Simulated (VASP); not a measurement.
**VASP 6.6.1 run: GaN**

INCAR

```
PREC = Accurate
NSW = 0
LREAL = .FALSE.
LCHARG = .FALSE.
EDIFF = 1E-7
IBRION = -1
ISMEAR = -1
LASPH = .FALSE.
LWAVE = .FALSE.
NBANDS = 16
ENCUT = 520
GGA = PE
ISIF = 2
NELM = 74
SIGMA = 0.02
```

KPOINTS

```
KPOINTS created by Atomic Simulation Environment
0
Gamma
10 10 10
0 0 0
```

POSCAR

```
Ga N
 1.0000000000000000
     0.0000000000000000    2.0241746249000001    2.2029881997000000
     2.0241746249000001    0.0000000000000000    2.2029881997000000
     2.0241746249000001    2.0241746249000001    0.0000000000000000
 Ga  N
   1   1
Cartesian
  0.0000000000000000  0.0000000000000000  0.0000000000000000
  2.0241746249000001  2.0241746249000001  2.2029881996999996
```

The recommended PBE PAW datasets give the neutral cell 18 valence electrons.

Command

```
mpirun -np 1 vasp_std
```

OSZICAR

```
N       E                     dE             d eps       ncg     rms          rms(c)
DAV:   1     0.714989332774E+02    0.71499E+02   -0.92369E+03  3856   0.216E+03
DAV:   2    -0.875107616920E+01   -0.80250E+02   -0.74628E+02  3640   0.316E+02
DAV:   3    -0.129445814652E+02   -0.41935E+01   -0.41766E+01  3832   0.625E+01
DAV:   4    -0.129804815078E+02   -0.35900E-01   -0.35895E-01  3928   0.603E+00
DAV:   5    -0.129809147495E+02   -0.43324E-03   -0.43324E-03  4136   0.609E-01    0.758E+00
DAV:   6    -0.110764152582E+02    0.19045E+01   -0.43320E+00  4720   0.421E+01    0.242E+00
DAV:   7    -0.110692752711E+02    0.71400E-02   -0.26599E-01  3808   0.530E+00    0.160E+00
DAV:   8    -0.110561048124E+02    0.13170E-01   -0.28710E-02  3928   0.252E+00    0.476E-01
DAV:   9    -0.110543292458E+02    0.17756E-02   -0.70964E-03  4144   0.224E+00    0.109E-01
DAV:  10    -0.110542924817E+02    0.36764E-04   -0.55227E-04  3896   0.309E-01    0.130E-02
DAV:  11    -0.110542951290E+02   -0.26473E-05   -0.38563E-05  3928   0.650E-02    0.137E-02
DAV:  12    -0.110542970557E+02   -0.19267E-05   -0.19811E-06  4112   0.309E-02    0.190E-03
DAV:  13    -0.110542970760E+02   -0.20338E-07   -0.27601E-07  3640   0.504E-03
   1 F= -.11054297E+02 E0= -.11054297E+02  d E =-.117999E-07
```

Standard output (part)

```
POSCAR found type information on POSCAR GaN
 POSCAR found :  2 types and       2 ions
 LDA part: xc-table for (Slater+PW92), standard interpolation
 POSCAR, INCAR and KPOINTS ok, starting setup
 WAVECAR not read
 entering main loop
```

From OUTCAR

```
k-points           NKPTS =    102   k-points in BZ     NKDIM =    102   number of bands    NBANDS=     16

   NELECT =      18.0000    total number of electrons

   dimension x,y,z NGX =    24 NGY =   24 NGZ =   24
   dimension x,y,z NGXF=    48 NGYF=   48 NGZF=   48

  energy-cutoff  :      520.00
  volume of cell :       18.05
      direct lattice vectors                 reciprocal lattice vectors
     0.000000000  2.024174625  2.202988200    -0.247014261  0.247014261  0.226964448
     2.024174625  0.000000000  2.202988200     0.247014261 -0.247014261  0.226964448
     2.024174625  2.024174625  0.000000000     0.247014261  0.247014261 -0.226964448

 k-points in reciprocal lattice and weights: KPOINTS created by Atomic Simulation Env
   0.00000000  0.00000000  0.00000000       0.001
   0.10000000  0.00000000  0.00000000       0.008
   0.20000000  0.00000000  0.00000000       0.008
   0.30000000  0.00000000  0.00000000       0.008
   0.40000000 -0.00000000  0.00000000       0.008
   0.50000000 -0.00000000  0.00000000       0.004
   0.10000000  0.10000000  0.00000000       0.002
   0.20000000  0.10000000  0.00000000       0.008
   ...

 E-fermi :   8.8960

 k-point     1 :       0.0000    0.0000    0.0000
  band No.  band energies     occupation
      1      -9.3531      2.00000
      2      -5.5568      2.00000
      3      -5.4938      2.00000
      4      -5.4938      2.00000
      5      -5.4557      2.00000
      6      -5.3399      2.00000
      7       7.6435      2.00000
      8       7.6435      2.00000
      9       8.3079      2.00000
     10      11.2755      0.00000
     11      22.7267      0.00000
     12      23.0827      0.00000
     13      23.7733      0.00000
     14      23.7733      0.00000
     15      24.8125      0.00000
     16      26.2497      0.00000

 k-point     2 :       0.1000    0.0000    0.0000
  band No.  band energies     occupation
      1      -9.1493      2.00000
      2      -5.5494      2.00000
      3      -5.5062      2.00000
      4      -5.4820      2.00000
      5      -5.4562      2.00000
      6      -5.3662      2.00000
      7       6.6504      2.00000
      8       7.7149      2.00000
      9       8.1568      2.00000
     10      12.1729      0.00000
     11      20.6184      0.00000
     12      22.0387      0.00000
     13      23.5579      0.00000
     14      24.0366      0.00000
     15      25.6291      0.00000
     16      25.6656      0.00000

 k-point     3 :       0.2000    0.0000    0.0000
  band No.  band energies     occupation
      1      -8.5581      2.00000
      2      -5.5656      2.00000
      3      -5.5538      2.00000
      4      -5.4928      2.00000
      5      -5.4070      2.00000
      6      -5.3925      2.00000
      7       4.6286      2.00000
      8       7.9130      2.00000
      9       8.0847      2.00000
     10      13.4031      0.00000
     11      18.4829      0.00000
     12      20.4812      0.00000
     13      22.0892      0.00000
     14      24.4005      0.00000
     15      26.1233      0.00000
     16      26.1734      0.00000

 ...

  Total        3.3216282      3.3216282      0.8949420      0.0000000      0.0000000      0.0000000
  in kB      294.7972840    294.7972840     79.4268557      0.0000000      0.0000000      0.0000000
  external PRESSURE =     223.0071412 kB  Pullay stress =       0.0000000 kB

 POSITION                                       TOTAL-FORCE (eV/Angst)
 -----------------------------------------------------------------------------------
      0.00000      0.00000      0.00000         0.000000      0.000000     -0.000000
      2.02417      2.02417      2.20299         0.000000      0.000000      0.000000
 -----------------------------------------------------------------------------------
    total drift:                                0.000000     -0.000000     -0.000000

  FREE ENERGIE OF THE ION-ELECTRON SYSTEM (eV)
  ---------------------------------------------------
  free  energy   TOTEN  =       -11.0542970760 eV

  energy  without entropy=      -11.0542970642  energy(sigma->0) =      -11.05429707
```

It converged. Results: gap between bands v and c on the k mesh 0.50 eV; least direct gap on the k mesh 2.97 eV; pressure 22.3 GPa. Band v is the last that the valence electrons fill when counted band by band, and c is the next.

For comparison, a separate PBE run of the intended cell, on usual settings and not on those above, gives a gap of 0.51 eV on its mesh and a pressure of 22.3 GPa.

The run above took about 16 s on one core of a shared host (Intel Xeon Platinum 8488C) and held 0.16 GiB at most.
